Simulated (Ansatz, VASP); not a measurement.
Given: the input of a run of VASP 6.6.1 on SnTe.

File INCAR:

```
ALGO = Normal
EDIFF = 1E-6
ENCUT = 520
GGA = PE
ISIF = 2
ISMEAR = 0
LASPH = True
LCHARG = True
LELF = True
LREAL = False
LVHAR = True
LWAVE = False
NBANDS = 17
NELM = 60
PREC = Accurate
SIGMA = 0.028000000000000004
```

Contents of KPOINTS:

```
k-points
0
Gamma
  7 7 7
```

Contents of POSCAR:

```
SnTe
1.0
    0.0000000000      3.1508500000      3.1508500000
    3.1508500000      0.0000000000      3.1508500000
    3.1508500000      3.1508500000      0.0000000000
Te Sn
1 1
Direct
    0.5000000000      0.5000000000      0.5000000000
    0.0000000000      0.0000000000      0.0000000000
```

Potentials or basis: VASP PAW PBE potentials, release 64 (Te, Sn_d).

The run is started by

```bash
$ cat potpaw_PBE.64/Te/POTCAR potpaw_PBE.64/Sn_d/POTCAR > POTCAR
$ mpirun -np 1 vasp_std > vasp.out
```

Question: Set up the same calculation for Ansatz 0.2.0. Potentials there: all-electron LAPW, scalar-relativistic.

Answer: As run (the cutoff follows the program's own potentials):

input.yaml

```yaml
crystal:
  lattice:
    - [0.0, 3.15085, 3.15085]
    - [3.15085, 0.0, 3.15085]
    - [3.15085, 3.15085, 0.0]
  atoms:
    - { symbol: Te, position: [0.5, 0.5, 0.5] }
    - { symbol: Sn, position: [0.0, 0.0, 0.0] }
kpoints:
  mp_grid: { grid: [7, 7, 7] }
scf:
  occupations: { method: gaussian, width: 0.028 }
hamiltonian:
  xc: pbe
  pseudopotentials: { kind: all_electron, lapw: { basis_error: 0.001 } }
output:
  forces: true
  stress: true
  eigenvalues: true
```

Potentials or basis: all-electron LAPW, scalar-relativistic.

Command:

```bash
$ ansatz run input.yaml --threads 1 --pin off --max-ram 3072MiB --backend cpu --events-out ev --progress --plain --runs-dir out
```

Both were run:

|  | VASP | Ansatz | Ansatz less VASP |
| --- | --- | --- | --- |
| gap on the k mesh at the Fermi level (eV) | 0.66 | 0.66 | +0.001 |
| least direct gap on the mesh (eV) | 0.66 | 0.66 | +0.001 |
| pressure (GPa) | 2.2 | 2.2 | +0.07 |

Ansatz ran all-electron here, so the differences hold the error of VASP's frozen core and of both bases.

Spin-orbit coupling is left out, which matters for the levels of Te.
